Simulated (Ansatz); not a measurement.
## BiTe: two-dimensional strain map

Level of theory: Ansatz, DFT PBEsol, scalar-relativistic, plane waves, PAW. Settings: plane waves to 420 eV, k-mesh 16×16×16 (Γ-centred), Gaussian smearing 0.15 eV. Spin–orbit coupling is left out, which can shift energies with elements as heavy as these. No spin polarisation. Energies are free energies at this smearing, counted from the undisturbed cell; pressure is positive in compression.

The starting cell (relaxed at this level; with this scan's settings it stands at 0.1 GPa; it needn't be the usual structure):

```xyz
2
Lattice="0.0000 3.1972 3.1972 3.1972 0.0000 3.1972 3.1972 3.1972 0.0000" Properties=species:S:1:pos:R:3 pbc="T T T"
Bi    0.0000    0.0000    0.0000
Te    3.1972    3.1972    3.1972
```

The cell is strained by p along both x and y and by q along z, fractional coordinates fixed. Points are written (p, q).

Energy above the undisturbed cell in meV/atom (a dash: not computed):

| p \ q | -0.030 | -0.015 | 0.000 | 0.015 | 0.030 |
| --- | --- | --- | --- | --- | --- |
| -0.030 | 50.9 | ? | ? | 27.5 | 30.1 |
| -0.015 | 23.8 | 12.3 | 7.1 | ? | 12.3 |
| 0.000 | 12.0 | ? | 0.0 | 2.4 | 9.3 |
| 0.015 | 13.5 | 6.4 | 5.7 | 10.1 | 18.9 |
| 0.030 | 26.3 | 21.1 | 22.2 | 28.6 | 39.2 |

Question: Fill in the withheld energies.

Answer: (-0.030, -0.015): 36.8; (-0.030, 0.000): 29.4; (-0.015, 0.015): 7.4; (0.000, -0.015): 2.9.

Cost: 25 runs of about 5.1 core-minutes in all, on Intel Xeon 6975P-C (Granite Rapids) (shared hosts).